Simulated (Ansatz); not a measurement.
Take a crystal in which K has been replaced by Li on all its sites, with the cell rescaled by a rough guess (in some cases also distorted within its space group) and nothing relaxed:

```cif
data_structure
_symmetry_space_group_name_H-M 'P 1'
_symmetry_Int_Tables_number 1
_cell_length_a 3.7145
_cell_length_b 3.7145
_cell_length_c 3.7145
_cell_angle_alpha 60.000
_cell_angle_beta 60.000
_cell_angle_gamma 60.000
_cell_volume 36.24
loop_
_atom_site_label
_atom_site_type_symbol
_atom_site_fract_x
_atom_site_fract_y
_atom_site_fract_z
_atom_site_occupancy
Li1 Li 0.00000 0.00000 0.00000 1
```

These are results of DFT PBEsol, scalar-relativistic, plane waves, PAW in Ansatz, not measurements.

Plane waves to 420 eV, a k mesh through Γ of 14×14×14 on the computed 1-atom cell and Gaussian smearing (0.10 eV); no spin polarisation.

Question: What pressure does the cell carry?

Answer: The pressure is -3.0 GPa (positive in compression), so the cell would contract.

Question: Is it a metal on this mesh?

Answer: Yes, a band crosses the Fermi level.

This fcc form isn't the element's structure at ambient conditions.